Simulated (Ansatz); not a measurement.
LiI (rock salt)

```
CELL_PARAMETERS angstrom
      0.00000     2.95164     2.95164
      2.95164     0.00000     2.95164
      2.95164     2.95164     0.00000
ATOMIC_POSITIONS crystal
  I  0.00000 0.00000 0.00000
  Li 0.50000 0.50000 0.50000
```

In each cell atom 2 (Li, nearest neighbour I at 2.952 Å; its periodic images, 4.2 Å or more away, move with it) moves by s·(1.000, 0.000, 0.000) (along Cartesian x), the rest being held.

All values below come from PBEsol (plane waves to 420 eV, PAW, scalar-relativistic; Ansatz, an electronic-structure program). k mesh 8×8×8 (Γ-centred), Fermi-Dirac smearing 0.05 eV. F∥ is the force on the atom along that direction. LiI was relaxed with its symmetry unable to fall. Spin-orbit coupling is left out, though I is heavy. 

| s (Å) | F∥ (eV/Å) |
|---|---|
| -0.590 | 1.351 |
| -0.472 | 0.773 |
| -0.354 | 0.413 |
| -0.236 | 0.200 |
| -0.118 | 0.078 |
| 0.000 | 0.000 |
| 0.118 | -0.078 |
| 0.236 | -0.200 |
| 0.354 | -0.413 |
| 0.472 | -0.773 |
| 0.590 | -1.351 |

Question: What is the force constant k = d²E/ds² of this move at s = 0?

Answer: 0.60 eV/Å². The forces along the line at the two nearest points give (0.078 − (-0.078)) / (2·0.118) = 0.66 eV/Å²; the next pair corrects for the finite step.

Question: With two atoms in the cell this is the zone-centre optical mode. What wavenumber follows (transverse: no LO-TO term)?

Answer: 158 cm⁻¹. Reduced mass μ = 6.58 u; ν̃ = 521.5·√(k/μ) with k = 0.60 eV/Å².

(A displaced cell: forces are minus the slopes of the energy, force constants its curvatures, and phonons follow from these.)
